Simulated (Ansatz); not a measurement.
# TiSi2 (Cmcm) in Ansatz: a series of runs

One crystal, TiSi2, is run at these levels: PBEsol, PBEsol+U; tasks: projected density of states.

Everything below comes from runs of Ansatz 0.2.0. Logs are shortened: lines on timing, memory, paths and dates and some standing lists are left out, and cuts for length are marked.

### 1 The crystal as given

Symmetry: Cmcm, No. 63, orthorhombic system. The conventional cell has a = 3.530 Å, b = 13.519 Å, c = 3.565 Å, α = 90.00°, β = 90.00°, γ = 90.00°. Ti (site symmetry m2m) is surrounded by 10 Si at 2.58 to 2.81 Å. Around Si (site symmetry m2m) lie 4 Si at 2.51 Å and 4 Ti at 2.66 to 2.67 Å. Si (site symmetry m2m) has 2 Si at 2.38 Å and 4 Ti at 2.58 Å as nearest neighbours.

The cell comes from a database or a generator and needn't be the stable form of this composition.

### 2 Projected density of states, PBEsol

The input, input.yaml:

```yaml
crystal:
  lattice:
    - [1.765105025, -6.759281535, 0.0]
    - [1.765105025, 6.759281535, 0.0]
    - [0.0, 0.0, 3.56517397]
  atoms:
    - { symbol: Ti, position: [0.10311808, 0.89688192, 0.25] }
    - { symbol: Ti, position: [0.89688192, 0.10311808, 0.75] }
    - { symbol: Si, position: [0.75031482, 0.24968518, 0.25] }
    - { symbol: Si, position: [0.24968518, 0.75031482, 0.75] }
    - { symbol: Si, position: [0.44174855, 0.55825145, 0.25] }
    - { symbol: Si, position: [0.55825145, 0.44174855, 0.75] }
hamiltonian:
  xc: pbesol
  pseudopotentials: { kind: paw }
kpoints:
  mp_grid: { grid: [8, 8, 8] }
scf:
  occupations: { method: fermi_dirac, width: 0.05 }
  n_extra_bands: 15
output:
  forces: true
  stress: true
  eigenvalues: true
  dos: { projected: true, de: 0.05, nscf_kmesh: { grid: [12, 12, 12] } }
  write_density: true
  write_potential: true
  elf: true
  volumetric_format: npy
```

Potentials or basis: Ansatz PAW.

Command:

```sh
$ ansatz run input.yaml --threads 2 --pin off --max-ram 5632MiB --backend cpu --events-out ev --progress --plain --runs-dir out
```

Standard output:

```text
Warning: RAYON_NUM_THREADS=2 ignored (pool sized by the plan → 2); use --threads N
scf.n_extra_bands = 15 over 20 filled bands (N_el = 40.0): the run solves 35 bands
Engine: ansatz 0.2.0, x86_64-unknown-linux-gnu
Pseudopotentials: kind: paw
Pseudopotential: Ti, paw, valence charge 12, recommended cutoff 420 eV (normal), Ti.paw.azcp
Pseudopotential: Si, paw, valence charge 4, recommended cutoff 420 eV (normal), Si.paw.azcp
Functional definition: PBEsol
  exchange = pbesol_x
  correlation = pbesol_c
Crystal: 6 atoms, lattice volume = 85.071 Å³
Basis set: ecut = 420 eV, 1669 PW (Γ), exchange–correlation on 96×96×48 points (8 copies of the dense FFT grid, shifted against one another)
Bands: 35, of which v1, the nominal top of the filled ones, is band 20 counted from 1 (19 counted from 0)
Symmetry: 8 space group operations
Space group: Cmcm (ITA 63), of the structure as read, at distance tolerance 4.4e-5 Å
k-points: 105 of 512
Non-local potential: Ti, projectors of the file, l = 0: 3, l = 1: 2, l = 2: 3, l = 3: 1
Non-local potential: Si, projectors of the file, l = 0: 2, l = 1: 2, l = 2: 2
PAW form: soft (Blöchl's): semilocal exchange-correlation on the pseudo side does not see the compensation charge
PAW frozen core: Ti, regenerated for the run's functional, and the local potential with it (the file was generated under x = pbe(κ = 0.804, μ = 0.2195149727645171), c = pbe(β = 0.06672455060314922))
PAW frozen core: Si, regenerated for the run's functional, and the local potential with it (the file was generated under x = pbe(κ = 0.804, μ = 0.2195149727645171), c = pbe(β = 0.06672455060314922))
PAW one-centre angular grid: Ti, 590 points (default); XC on 64 Gauss nodes
PAW one-centre angular grid: Si, 110 points (default); XC on 64 Gauss nodes
Initial density: superposition of atomic densities (neutral atoms: chi_scale 0, normalization atom), corrected by the library's trained network
Initial wavefunctions: pseudopotential atomic-orbital guess
Functional: x = pbesol(κ = 0.804, μ = 0.12345679012345678), c = pbesol(β = 0.046)
SCF iter   1: F=—  HF=-7437.798333 eV  |F-HF|=—  |Δ(HF+E_count)|=         —  Δρ=5.06e-3  dr2=4.10e-2  ethr=1.77e-3  ⟨swp⟩=5.1  Hψ=16575  notcnv=0  defer=108
preconditioner: auto → Kerker (q_TF=auto, 2.406 Å⁻¹)  [metal: Δε(μ)=0.028 eV  Ē_g=8.404 eV  σ=0.050 eV  W_gap=0.14  n_scr=18 (ndim 8)  ℏωp=19.7 eV  f_vac=0.000  D(μ)=1.46/eV (n_scr^D=4)]
SCF iter   2: F=—  HF=-7437.794072 eV  |F-HF|=—  |Δ(HF+E_count)|=   4.26e-3  Δρ=3.00e-3  dr2=1.74e-2  ethr=1.02e-4  ⟨swp⟩=1.1  Hψ=4534  notcnv=0  defer=356
SCF iter   3: F=—  HF=-7437.791282 eV  |F-HF|=—  |Δ(HF+E_count)|=   2.79e-3  Δρ=2.92e-4  dr2=1.94e-4  ethr=4.35e-5  ⟨swp⟩=1.9  Hψ=3497  notcnv=0  defer=356
SCF iter   4: F=—  HF=-7437.791253 eV  |F-HF|=—  |Δ(HF+E_count)|=   2.93e-5  Δρ=9.13e-5  dr2=1.30e-5  ethr=4.85e-7  ⟨swp⟩=2.0  Hψ=3887  notcnv=0  defer=356
SCF iter   5: F=—  HF=-7437.791318 eV  |F-HF|=—  |Δ(HF+E_count)|=   6.50e-5  Δρ=1.96e-5  dr2=9.16e-7  ethr=3.24e-8  ⟨swp⟩=2.4  Hψ=4161  notcnv=0  defer=356
SCF iter   6: F=-7437.791318 eV  HF=-7437.791318 eV  |F-HF|=2.51e-8  |Δ(HF+E_count)|=   1.80e-7  Δρ=5.27e-6  dr2=3.04e-8  ethr=2.50e-10  ⟨swp⟩=12.2  Hψ=23669  notcnv=0
SCF 1 converged in 6 iterations: F = -7437.791318 eV  dr2 = 3.04e-8
NSCF: frozen V_eff on 301 k-points
SCF converged after 6 iterations
Free energy (F): -7437.791318 eV
Harris-Foulkes:  -7437.791318 eV  (|F-HF|=2.51e-8)
Internal energy: -7437.779330 eV  (E = F + TS)
E sigma→0 (E₀):  -7437.785324 eV
Entropy (-TS):   -0.011988 eV (-1.998 meV/atom)
Fermi energy:    12.882487 eV
--- Per-component energies (eV) ---
  E_band       = -224.495508
  E_kinetic    = 720.161661
  E_local      = -2071.811938  (includes V_loc(G=0)·N_el)
  E_nonlocal   = 121.491042
  E_hartree    = 899.535041
  E_xc         = -420.317360
  E_vxc        = -441.160996  (∫ρ·V_xc dr)
  E_paw        = -4041.425109  (= ΣΔE_a)
  E_vpaw       = -352.249003  (= ΣTr[D̂ρ^β])
  E_aug_tail   = 0.000267  (compensation charges beyond the density's cutoff)
  E_ewald      = -2645.817945
  E_core_change = 0.405011  (= ΣΔE_core)
  E_smearing   = -0.011988  (= −TS)
  E_closure    = -0.000000  (closes the sum)
  Σ components = -7437.791318   (vs F -7437.791318, Δ=0.00e0)
--- Forces (eV/Å), atoms counted from 1 ---
  atom   1  Ti     0.00000000     0.00603209     0.00000000
  atom   2  Ti     0.00000000    -0.00603209     0.00000000
  atom   3  Si     0.00000000    -0.01091377     0.00000000
  atom   4  Si     0.00000000     0.01091377     0.00000000
  atom   5  Si     0.00000000     0.20395299     0.00000000
  atom   6  Si     0.00000000    -0.20395299     0.00000000
  max |Σ_I F_I| component: 0.00e0 eV/Å
--- Stress (GPa, compression-positive) ---
       -2.297857       0.000000       0.000000
        0.000000      -2.548768       0.000000
        0.000000       0.000000      -1.696698
  P = ⅓ Tr σ = -2.1811 GPa (-21.811 kbar)
--- Band table (eV; the first three rows and the last of 105) ---
  k-point 0: bands = ["-43.6810", "-43.6714", "-20.1464", "-20.1060", "-20.0946", "-20.0928", "-20.0677", "-20.0562", "-0.2044", "2.0139", "4.3366", "9.4652", "9.7891", "9.9701", "10.2914", "10.3244", "10.6994", "10.7899", "10.8055", "13.3500", "13.5923", "13.7051", "13.7645", "14.2281", "14.2427", "14.9863", "15.4962", "15.8059", "16.0179", "16.8326", "16.8630", "17.4598", "18.1488", "19.3209", "20.6475"]
  k-point 1: bands = ["-43.6801", "-43.6712", "-20.1439", "-20.1059", "-20.1047", "-20.0925", "-20.0763", "-20.0557", "-0.0188", "2.1700", "4.5032", "7.9602", "8.9907", "10.0717", "10.2681", "10.7556", "10.7744", "10.8364", "11.3708", "12.9976", "13.3357", "13.5133", "14.0888", "14.7315", "14.7861", "14.8536", "15.0490", "16.0092", "16.2982", "16.7836", "17.3330", "18.0353", "18.7739", "18.9064", "19.0580"]
  k-point 2: bands = ["-43.6777", "-43.6709", "-20.1417", "-20.1302", "-20.1012", "-20.0922", "-20.0918", "-20.0587", "0.5305", "2.6361", "4.8557", "6.2798", "7.3969", "9.7454", "10.3239", "10.7120", "10.9632", "11.0326", "12.3678", "12.4976", "13.1053", "13.2263", "14.2482", "14.6602", "14.9401", "15.2287", "15.3007", "16.0062", "16.2666", "17.6321", "18.1276", "18.1656", "18.4381", "19.1424", "19.6608"]
  k-point 104: bands = ["-43.6724", "-43.6724", "-20.1622", "-20.1622", "-20.0936", "-20.0936", "-20.0779", "-20.0779", "3.0260", "3.0260", "3.6136", "3.6136", "9.2831", "9.2831", "9.5230", "9.5230", "10.8418", "10.8418", "12.0014", "12.0014", "13.3435", "13.3435", "14.5369", "14.5369", "15.2985", "15.2985", "15.4911", "15.4911", "16.9025", "16.9025", "18.1800", "18.1800", "19.3563", "19.3563", "20.8513"]
```

Run time: 46 s. Hardware: 2 threads of AMD EPYC (Zen 3), shared host; peak memory 0.76 GiB.

Results:

* Free energy: -7437.7913 eV
* Pressure: -2.2 GPa
* Largest force: 0.204 eV/Å
* Band gap on the k mesh: none (metal or under the smearing width)
* Density of states at the Fermi level: 1.29 states/eV per cell

Forces in eV/Å, atoms in the order of the input:
```
Ti   0.000  0.006  0.000
Ti   0.000 -0.006  0.000
Si   0.000 -0.011  0.000
Si   0.000  0.011  0.000
Si   0.000  0.204  0.000
Si   0.000 -0.204  0.000
```

Stress tensor (GPa, compression positive):
```
-2.30  0.00  0.00
 0.00 -2.55  0.00
 0.00  0.00 -1.70
```

Levels at points of the mesh, in eV from the Fermi level:
| k point | band 16 | band 17 | band 18 | band 19 | band 20 | band 21 | band 22 | band 23 | band 24 | band 25 |
| --- | --- | --- | --- | --- | --- | --- | --- | --- | --- | --- |
| (0.00, 0.00, 0.00) | -2.56 | -2.18 | -2.09 | -2.08 | 0.47 | 0.71 | 0.82 | 0.88 | 1.35 | 1.36 |
| (0.00, 0.00, -0.50) | -2.29 | -1.65 | -1.65 | -0.04 | -0.04 | 0.84 | 0.84 | 1.48 | 1.48 | 1.64 |
| (0.00, -0.50, 0.00) | -2.49 | -1.67 | -1.48 | -0.69 | -0.57 | -0.55 | 1.16 | 1.48 | 1.64 | 1.81 |
| (0.00, -0.50, -0.50) | -4.07 | -3.22 | -3.22 | -2.46 | -2.46 | 1.74 | 1.74 | 1.86 | 1.86 | 2.50 |
| (-0.50, -0.50, 0.00) | -2.62 | -2.56 | -1.94 | -1.20 | 0.39 | 0.64 | 0.74 | 0.92 | 1.13 | 2.10 |
| (-0.50, -0.50, -0.50) | -3.36 | -2.04 | -2.04 | -0.88 | -0.88 | 0.46 | 0.46 | 1.65 | 1.65 | 2.42 |

States per cell in windows of 0.5 eV (zero at the Fermi level; states under -8 eV left out):
| from (eV) | total | Ti 3d | Si 3p | Si 3s | Ti 4s | Ti 3s | Ti 3p |
| --- | --- | --- | --- | --- | --- | --- | --- |
| -8.0 | 0.84 | 0.10 | 0.30 | 0.40 | 0.02 | 0.01 | 0.01 |
| -7.5 | 0.55 | 0.07 | 0.18 | 0.27 | 0.01 | 0.00 | 0.00 |
| -7.0 | 0.59 | 0.08 | 0.21 | 0.26 | 0.03 | 0.01 | 0.00 |
| -6.5 | 0.69 | 0.08 | 0.36 | 0.19 | 0.05 | 0.01 | 0.00 |
| -6.0 | 0.72 | 0.09 | 0.46 | 0.12 | 0.03 | 0.01 | 0.01 |
| -5.5 | 1.13 | 0.15 | 0.69 | 0.19 | 0.06 | 0.02 | 0.01 |
| -5.0 | 0.92 | 0.14 | 0.58 | 0.12 | 0.05 | 0.01 | 0.01 |
| -4.5 | 1.24 | 0.21 | 0.80 | 0.14 | 0.05 | 0.01 | 0.01 |
| -4.0 | 1.48 | 0.29 | 0.98 | 0.13 | 0.04 | 0.01 | 0.02 |
| -3.5 | 1.86 | 0.48 | 1.19 | 0.11 | 0.03 | 0.00 | 0.02 |
| -3.0 | 2.08 | 0.74 | 1.16 | 0.10 | 0.02 | 0.00 | 0.01 |
| -2.5 | 2.11 | 0.99 | 0.98 | 0.07 | 0.01 | 0.00 | 0.01 |
| -2.0 | 1.76 | 0.95 | 0.67 | 0.07 | 0.01 | 0.00 | 0.00 |
| -1.5 | 1.36 | 0.80 | 0.44 | 0.06 | 0.01 | 0.00 | 0.00 |
| -1.0 | 0.91 | 0.60 | 0.24 | 0.03 | 0.00 | 0.00 | 0.00 |
| -0.5 | 0.72 | 0.50 | 0.16 | 0.02 | 0.00 | 0.00 | 0.00 |
| 0.0 | 1.04 | 0.75 | 0.20 | 0.03 | 0.01 | 0.00 | 0.00 |
| 0.5 | 1.80 | 1.17 | 0.39 | 0.12 | 0.02 | 0.00 | 0.00 |
| 1.0 | 2.42 | 1.54 | 0.47 | 0.20 | 0.04 | 0.00 | 0.00 |
| 1.5 | 3.27 | 2.36 | 0.47 | 0.20 | 0.08 | 0.00 | 0.00 |
| 2.0 | 2.53 | 1.47 | 0.45 | 0.35 | 0.09 | 0.01 | 0.00 |
| 2.5 | 2.73 | 1.44 | 0.56 | 0.35 | 0.16 | 0.01 | 0.00 |
| 3.0 | 2.54 | 1.14 | 0.68 | 0.29 | 0.18 | 0.01 | 0.00 |
| 3.5 | 2.04 | 0.74 | 0.66 | 0.19 | 0.17 | 0.01 | 0.00 |
| 4.0 | 2.02 | 0.60 | 0.77 | 0.16 | 0.14 | 0.01 | 0.00 |
| 4.5 | 1.64 | 0.40 | 0.67 | 0.12 | 0.11 | 0.01 | 0.00 |
| 5.0 | 1.64 | 0.33 | 0.71 | 0.12 | 0.09 | 0.01 | 0.00 |
| 5.5 | 1.49 | 0.24 | 0.65 | 0.10 | 0.08 | 0.01 | 0.00 |
| 6.0 | 1.78 | 0.26 | 0.76 | 0.11 | 0.11 | 0.01 | 0.00 |
| 6.5 | 1.69 | 0.18 | 0.70 | 0.10 | 0.10 | 0.01 | 0.00 |
| 7.0 | 0.97 | 0.08 | 0.38 | 0.05 | 0.05 | 0.00 | 0.00 |
| 7.5 | 0.29 | 0.02 | 0.11 | 0.01 | 0.01 | 0.00 | 0.00 |

Caveat: the PAW data sets come from PBE, with cores solved anew for the run's functional, which leaves a small shift of forces and pressure.

### 3 Projected density of states, PBEsol+U

Edit input.yaml of step 2 so:

```diff
@@ -15,2 +15,3 @@
   pseudopotentials: { kind: paw }
+  hubbard: { sites: [{ species: Ti, l: d, u_eff: 1.0 }] }
 kpoints:
@@ -25,5 +26 @@
   dos: { projected: true, de: 0.05, nscf_kmesh: { grid: [12, 12, 12] } }
-  write_density: true
-  write_potential: true
-  elf: true
-  volumetric_format: npy
```

Potentials or basis: Ansatz PAW.

Command:

```sh
$ ansatz run input.yaml --threads 2 --pin off --max-ram 5632MiB --backend cpu --events-out ev --progress --plain --runs-dir out
```

Wall time 56 s (2 threads of AMD EPYC (Zen 3), shared host); peak memory 1 GiB.

The run converged. Its results:

```
Free energy                          : -7435.6188 eV
Pressure                             : -1.4 GPa
Largest force                        : 0.214 eV/Å
Band gap on the k mesh               : none (metal or under the smearing width)
Density of states at the Fermi level : 1.27 states/eV per cell
```

Forces in eV/Å, atoms in the order of the input:
```
Ti   0.000  0.013  0.000
Ti   0.000 -0.013  0.000
Si   0.000 -0.006  0.000
Si   0.000  0.006  0.000
Si   0.000  0.214  0.000
Si   0.000 -0.214  0.000
```

Stress tensor (GPa, compression positive):
```
-1.42  0.00  0.00
 0.00 -1.73  0.00
 0.00  0.00 -1.03
```

Levels at points of the mesh, in eV from the Fermi level:
```csv
k point,band 16,band 17,band 18,band 19,band 20,band 21,band 22,band 23,band 24,band 25
"(0.00, 0.00, 0.00)",-2.52,-2.12,-2.11,-2.07,0.43,0.70,0.78,0.89,1.33,1.34
"(0.00, 0.00, -0.50)",-2.31,-1.61,-1.61,-0.05,-0.05,0.83,0.83,1.45,1.45,1.69
"(0.00, -0.50, 0.00)",-2.48,-1.69,-1.49,-0.64,-0.58,-0.55,1.13,1.45,1.71,1.78
"(0.00, -0.50, -0.50)",-4.11,-3.25,-3.25,-2.46,-2.46,1.77,1.77,1.95,1.95,2.45
"(-0.50, -0.50, 0.00)",-2.65,-2.48,-1.98,-1.17,0.36,0.64,0.74,0.88,1.13,2.08
"(-0.50, -0.50, -0.50)",-3.37,-2.07,-2.07,-0.88,-0.88,0.48,0.48,1.71,1.71,2.40
```

States per cell in windows of 1 eV (zero at the Fermi level; states under -8 eV left out):
```csv
from (eV),total,Ti 3d,Si 3p,Si 3s,Ti 4s,Ti 3s,Ti 3p
-8.0,1.37,0.17,0.47,0.66,0.04,0.01,0.01
-7.0,1.30,0.16,0.59,0.44,0.08,0.02,0.01
-6.0,1.88,0.23,1.18,0.31,0.10,0.03,0.02
-5.0,2.18,0.35,1.41,0.26,0.10,0.02,0.02
-4.0,3.34,0.77,2.18,0.23,0.06,0.01,0.03
-3.0,4.10,1.69,2.10,0.16,0.03,0.00,0.02
-2.0,3.12,1.76,1.10,0.13,0.01,0.00,0.00
-1.0,1.64,1.11,0.40,0.05,0.01,0.00,0.00
0.0,2.80,1.88,0.59,0.15,0.02,0.00,0.00
1.0,5.77,3.93,0.94,0.42,0.13,0.01,0.01
2.0,5.42,3.03,1.03,0.70,0.26,0.01,0.00
3.0,4.56,1.87,1.34,0.47,0.34,0.02,0.00
4.0,3.64,0.98,1.43,0.28,0.23,0.02,0.00
5.0,3.13,0.56,1.35,0.21,0.17,0.01,0.00
6.0,3.45,0.43,1.44,0.21,0.21,0.02,0.00
7.0,1.12,0.09,0.44,0.05,0.06,0.01,0.00
```

Eigenvalues of the final occupation matrices:
```csv
site,spin,trace,eigenvalues
site 1,1,1.62,0.25 0.29 0.34 0.35 0.39
site 2,1,1.62,0.25 0.29 0.34 0.35 0.39
```

Caveat: U without spin polarisation on a metal has little footing; the PAW data sets come from PBE, with cores solved anew for the run's functional, which leaves a small shift of forces and pressure; the U is typed as a test and isn't derived for this compound.

### 4 Projected density of states, PBEsol+U

Edit input.yaml of step 3 so:

```diff
@@ -15,3 +15,3 @@
   pseudopotentials: { kind: paw }
-  hubbard: { sites: [{ species: Ti, l: d, u_eff: 1.0 }] }
+  hubbard: { sites: [{ species: Ti, l: d, u_eff: 2.0 }] }
 kpoints:
```

Command:

```sh
$ ansatz run input.yaml --threads 2 --pin off --max-ram 5632MiB --backend cpu --events-out ev --progress --plain --runs-dir out
```

Run time: 54 s. Hardware: 2 threads of AMD EPYC (Zen 3), shared host; peak memory 1 GiB.

The run converged. Its results:

| Property | Result |
| --- | --- |
| Free energy | -7433.4618 eV |
| Pressure | -0.6 GPa |
| Largest force | 0.227 eV/Å |
| Band gap on the k mesh | none (metal or under the smearing width) |
| Density of states at the Fermi level | 1.25 states/eV per cell |

Forces on the atoms (eV/Å):
```
Ti   0.000  0.022  0.000
Ti   0.000 -0.022  0.000
Si   0.000 -0.002  0.000
Si   0.000  0.002  0.000
Si   0.000  0.227  0.000
Si   0.000 -0.227  0.000
```

Stress tensor (GPa, compression positive):
```
-0.52  0.00  0.00
 0.00 -0.85  0.00
 0.00  0.00 -0.32
```

Levels at points of the mesh, in eV from the Fermi level:
| k point | band 17 | band 18 | band 19 | band 20 | band 21 | band 22 | band 23 | band 24 |
| --- | --- | --- | --- | --- | --- | --- | --- | --- |
| (0.00, 0.00, 0.00) | -2.14 | -2.05 | -2.02 | 0.39 | 0.70 | 0.73 | 0.91 | 1.31 |
| (0.00, 0.00, -0.50) | -1.55 | -1.55 | -0.07 | -0.07 | 0.82 | 0.82 | 1.43 | 1.43 |
| (0.00, -0.50, 0.00) | -1.71 | -1.50 | -0.58 | -0.58 | -0.55 | 1.09 | 1.43 | 1.76 |
| (0.00, -0.50, -0.50) | -3.28 | -3.28 | -2.47 | -2.47 | 1.82 | 1.82 | 2.06 | 2.06 |
| (-0.50, -0.50, 0.00) | -2.39 | -2.02 | -1.12 | 0.31 | 0.64 | 0.74 | 0.82 | 1.14 |
| (-0.50, -0.50, -0.50) | -2.10 | -2.10 | -0.88 | -0.88 | 0.50 | 0.50 | 1.79 | 1.79 |

States per cell in windows of 0.5 eV (zero at the Fermi level; states under -8 eV left out):
```
from (eV)  total  Ti 3d  Si 3p  Si 3s  Ti 4s  Ti 3s  Ti 3p
     -8.0   0.84   0.09   0.30   0.40   0.03   0.01   0.01
     -7.5   0.57   0.07   0.19   0.28   0.01   0.00   0.00
     -7.0   0.57   0.07   0.21   0.25   0.03   0.01   0.00
     -6.5   0.71   0.08   0.35   0.20   0.05   0.01   0.00
     -6.0   0.70   0.08   0.45   0.12   0.04   0.01   0.01
     -5.5   1.14   0.14   0.70   0.19   0.06   0.02   0.01
     -5.0   0.91   0.13   0.58   0.12   0.05   0.01   0.01
     -4.5   1.20   0.20   0.78   0.14   0.05   0.01   0.01
     -4.0   1.45   0.26   0.97   0.13   0.04   0.01   0.02
     -3.5   1.77   0.43   1.15   0.11   0.03   0.00   0.02
     -3.0   1.95   0.63   1.14   0.10   0.02   0.00   0.01
     -2.5   2.10   0.94   1.01   0.07   0.02   0.00   0.01
     -2.0   1.74   0.92   0.68   0.06   0.01   0.00   0.00
     -1.5   1.53   0.88   0.51   0.07   0.01   0.00   0.00
     -1.0   1.06   0.68   0.28   0.03   0.00   0.00   0.00
     -0.5   0.71   0.49   0.16   0.02   0.00   0.00   0.00
      0.0   0.84   0.62   0.15   0.02   0.00   0.00   0.00
      0.5   1.66   1.07   0.37   0.11   0.02   0.00   0.00
      1.0   2.26   1.39   0.46   0.21   0.04   0.00   0.00
      1.5   3.07   2.12   0.47   0.21   0.09   0.00   0.00
      2.0   3.06   1.99   0.47   0.32   0.10   0.00   0.00
      2.5   2.87   1.58   0.55   0.36   0.16   0.01   0.00
      3.0   2.62   1.22   0.67   0.30   0.18   0.01   0.00
      3.5   2.06   0.77   0.66   0.18   0.16   0.01   0.00
      4.0   2.05   0.62   0.77   0.16   0.13   0.01   0.00
      4.5   1.66   0.41   0.66   0.12   0.10   0.01   0.00
      5.0   1.63   0.33   0.69   0.12   0.09   0.01   0.00
      5.5   1.52   0.25   0.65   0.10   0.08   0.01   0.00
      6.0   1.80   0.26   0.76   0.11   0.11   0.01   0.00
      6.5   1.67   0.18   0.69   0.10   0.10   0.01   0.00
      7.0   0.96   0.08   0.37   0.05   0.05   0.00   0.00
      7.5   0.28   0.02   0.11   0.01   0.01   0.00   0.00
```

Eigenvalues of the final occupation matrices:
```
  site  spin  trace               eigenvalues
site 1     1   1.60  0.24 0.28 0.33 0.35 0.40
site 2     1   1.60  0.24 0.28 0.33 0.35 0.40
```

Caveat: U without spin polarisation on a metal has little footing; the PAW data sets come from PBE, with cores solved anew for the run's functional, which leaves a small shift of forces and pressure; the U is typed as a test and isn't derived for this compound.

[end of part 1 of 2]
